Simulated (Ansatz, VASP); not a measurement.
## One calculation of TaSi2, two programs

File INCAR:

```
SYSTEM = TaSi2
PREC = Accurate
ENCUT = 600
EDIFF = 1E-6
ISMEAR = -1
SIGMA = 0.05
LREAL = .FALSE.
LASPH = .TRUE.
NELM = 60
ALGO = Fast
ISIF = 3
LWAVE = .FALSE.
LCHARG = .FALSE.
GGA = PE
IBRION = 2
NSW = 40
EDIFFG = -0.01
```

The input KPOINTS:

```
regular mesh
0
G
  5 5 3
  0 0 0
```

File POSCAR:

```
TaSi2
1.0
    4.7800000000      0.0000000000      0.0000000000
   -2.3900000000      4.1396014301      0.0000000000
    0.0000000000      0.0000000000      6.5640000000
Ta Si
3 6
Direct
    0.0000000000      0.5000000000      0.1666666667
    0.5000000000      0.5000000000      0.8333333333
    0.5000000000      0.0000000000      0.5000000000
    0.3333000000      0.1666500000      0.1666666667
    0.1666500000      0.8333500000      0.8333333333
    0.8333500000      0.6667000000      0.5000000000
    0.6667000000      0.8333500000      0.1666666667
    0.8333500000      0.1666500000      0.8333333333
    0.1666500000      0.3333000000      0.5000000000
```

input.yaml

```yaml
crystal:
  lattice:
    - [4.78, 0.0, 0.0]
    - [-2.39, 4.1396014301, 0.0]
    - [0.0, 0.0, 6.564]
  atoms:
    - { symbol: Ta, position: [0.0, 0.5, 0.1666666667] }
    - { symbol: Ta, position: [0.5, 0.5, 0.8333333333] }
    - { symbol: Ta, position: [0.5, 0.0, 0.5] }
    - { symbol: Si, position: [0.3333, 0.16665, 0.1666666667] }
    - { symbol: Si, position: [0.16665, 0.83335, 0.8333333333] }
    - { symbol: Si, position: [0.83335, 0.6667, 0.5] }
    - { symbol: Si, position: [0.6667, 0.83335, 0.1666666667] }
    - { symbol: Si, position: [0.83335, 0.16665, 0.8333333333] }
    - { symbol: Si, position: [0.16665, 0.3333, 0.5] }
hamiltonian:
  xc: pbe
  pseudopotentials: { kind: paw }
kpoints:
  mp_grid: { grid: [5, 5, 3] }
scf:
  occupations: { method: fermi_dirac, width: 0.05 }
output:
  forces: true
  stress: true
  eigenvalues: true
  write_density: true
  write_potential: true
  elf: true
  volumetric_format: npy
relax:
  f_tol: 0.01
  max_steps: 40
  cell: { stress_tol: 0.05 }
```

Alike in both runs: task relaxation of cell and atoms; functional PBE; k mesh 5 × 5 × 3; occupations fermi-dirac, width 0.05 eV; no spin polarisation.

```csv
,VASP,Ansatz
version,VASP 6.6.1,Ansatz 0.2.0
potentials or method,"VASP PAW PBE potentials, release 64 (Ta, Si)",Ansatz PAW
plane-wave cutoff (eV),600,420
valence electrons in the cell,39,63
```

```tsv
	VASP	Ansatz	Ansatz less VASP
gap on the k mesh at the Fermi level, each at its own relaxed structure (eV)	none	none	-
relaxed volume (Å³/atom)	14.66	14.67	+0.015
relaxed cell length with the largest relative difference (Å)	4.812	4.814	+0.0027
energy change over the relaxation (meV/atom)	-20	-20	+0.1
```

A gap of «none» marks a metal or a gap that the smearing closes. The two sets of potentials don't hold the same shells in valence.

Caveats: the plane-wave basis is chosen anew once the cell has moved, so the energies of steps on either side of that aren't comparable (Ansatz). Spin-orbit coupling is left out, which matters for the levels of Ta. PBE usually gives volumes a little too large and moduli too small. Zero-point motion and thermal expansion aren't in these numbers.
